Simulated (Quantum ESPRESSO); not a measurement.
La under changes of volume

One of the cells (36.962 Å³/atom); the others are scaled copies at fixed shape and fractional positions:

```
CELL_PARAMETERS angstrom
3.75000 0.00000 0.00000
-1.87500 3.24760 0.00000
0.00000 0.00000 6.07000
ATOMIC_POSITIONS crystal
La 0.66667 0.33333 0.75000
La 0.33333 0.66667 0.25000
```

This isn't the form of La at room conditions, which is double hcp.

- Program: Quantum ESPRESSO 7.5
- Functional: r2SCAN
- Potentials or basis: SG15 PBE 1.2
- Cutoff: 952 eV
- Density cutoff: 3810 eV
- k mesh: 6 × 6 × 4
- Occupations: fermi-dirac, width 0.05 eV
- Spin: no spin polarisation

```csv
volume (Å³/atom),energy over the lowest point (meV/atom),pressure (GPa)
34.744,45.58,3.5
35.483,30.96,2.9
36.222,19.38,2.2
36.962,10.62,1.6
37.701,4.55,1.1
38.440,?,?
39.179,0.00,0.0
```

Task: What does the run at 38.440 Å³/atom give?

Result: Energy over the lowest point 1.06 meV/atom; pressure 0.5 GPa.

Worked out: A Birch-Murnaghan fit of order 3 (a polynomial in V^(-2/3)) to the other rows has its minimum at 39.15 Å³/atom with B0 = V·E''(V) = 26 GPa (rough, since the energies scatter) at fixed shape and positions, which overstates the stiffness. It gives 1.07 meV/atom at 38.440 Å³/atom, against the run's 1.06, and -dE/dV = 0.5 GPa, against 0.5.

Energies are extrapolated to zero smearing.

Caveats: the potentials were made for another functional, which shifts forces and pressure.
